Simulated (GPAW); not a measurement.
Runs of GPAW 26.7.0 on SiC (Moissanite). Symmetry: P6_3mc, No. 186, hexagonal system. The conventional cell has a = 3.076 Å, b = 3.076 Å, c = 5.048 Å, α = 90.00°, β = 90.00°, γ = 120.00°. Si (site symmetry 3m) is surrounded by 4 C at 1.87 to 1.94 Å. Around C (site symmetry 3m) lie 4 Si at 1.87 to 1.94 Å. 

```csv
task,level,cell,k mesh,cutoff (eV),smearing,kernel,eta,response ecut,domega0,maxiter,other keys,gap on the mesh (eV),pressure (GPa)
energy-loss spectrum,PBE,"atoms moved at random, drawn with an rms of 0.02 Å",8 × 8 × 4,550,fermi-dirac 0.05 eV,RPA,0.02 eV,30 eV,0.1 eV,80,"several, not listed",2.43,-
phonons,PBE+D4,relaxed,10 × 10 × 5,800,fermi-dirac 0.05 eV,-,-,-,-,150,-,2.42,0.0
optical spectrum,PBE,"atoms moved at random, drawn with an rms of 0.02 Å",8 × 8 × 4,550,fermi-dirac 0.001 eV,RPA,0.15 eV,60 eV,0.05 eV,150,-,2.43,-
dielectric tensor,PBE,"atoms moved at random, drawn with an rms of 0.02 Å",8 × 8 × 4,550,fermi-dirac 0.001 eV,-,-,80 eV,-,150,-,2.43,-
band structure,M06-L,as given,7 × 7 × 4,800,fermi-dirac 0.05 eV,-,-,-,-,150,-,-,-3.1
relaxation of cell and atoms,TASK,relaxed,7 × 7 × 4,800,fermi-dirac 0.05 eV,-,-,-,-,150,-,(a),0.0
```

Alike in all rows: potentials or basis GPAW PAW data sets (gpaw-data 1.2.1), pw; no spin polarisation.

Q: Estimate the missing entries.

A: (a) 3.45.

Caveats: an odd mesh through Γ misses points on the zone boundary, where band edges often lie (some runs); the long-wavelength limit can be off by a per cent or two (some runs); the PAW data sets were made with another functional, which shifts forces and pressure a little (some runs); the highest transitions drop out of the frequency grid (some runs); the LO-TO splitting is left out (some runs); spectra need much finer meshes, so this one isn't converged (some runs); independent-particle spectra lack excitons (some runs).
